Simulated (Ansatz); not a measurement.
**Stress against strain in CdF₂**

```yaml
crystal:
  lattice:
    - [0.00000, 2.69400, 2.69400]
    - [2.69400, 0.00000, 2.69400]
    - [2.69400, 2.69400, 0.00000]
  atoms:
    - { symbol: Cd, position: [0.00000, 0.00000, 0.00000] }
    - { symbol: F, position: [0.25000, 0.25000, 0.25000] }
    - { symbol: F, position: [0.75000, 0.75000, 0.75000] }
```

Atoms are numbered in the order listed.

The geometry is COD entry 9009006, unchecked; take it as a test cell.

Method: Ansatz 0.2.0, DFT, LDA, all-electron LAPW, scalar-relativistic.

Settings: a Γ-centred 8×8×8 k mesh, Fermi–Dirac smearing of 0.02 eV, basis error target 1 meV/atom, no spin polarisation.

The strain is applied along the Cartesian axes of the cell as listed (the other components stay zero). Fractional coordinates are held (clamped ions).

σ is the change of stress from the unstrained cell, which is at -5.67 GPa; tension is positive, so slopes are stress–strain coefficients at that pressure.

Only quantities that a quadratic follows smoothly over the whole series are listed; rougher ones are left out.

| εzz | σzz (GPa) | σxx (GPa) |
| --- | --- | --- |
| -0.0200 | -3.65 | -1.32 |
| 0.0000 | 0.00 | 0.00 |
| 0.0100 | 1.70 | 0.59 |
| 0.0200 | 3.33 | 1.12 |

Problem. Fit the series and read off the stiffness at zero strain.

Solution. Least-squares fits y = p0 + p1 x + p2 x² to the rows give σzz (GPa): p1 = 174, p2 = -400; σxx (GPa): p1 = 61, p2 = -250. So C11 = 174 GPa and C12 = 61 GPa, which gives B = (C11 + 2 C12)/3 = 99 GPa.

Problem. One run, at εzz = -0.0100, is withheld. Predict its row.

Solution. The fits give -1.79, -0.63; the run gave -1.78, -0.63.
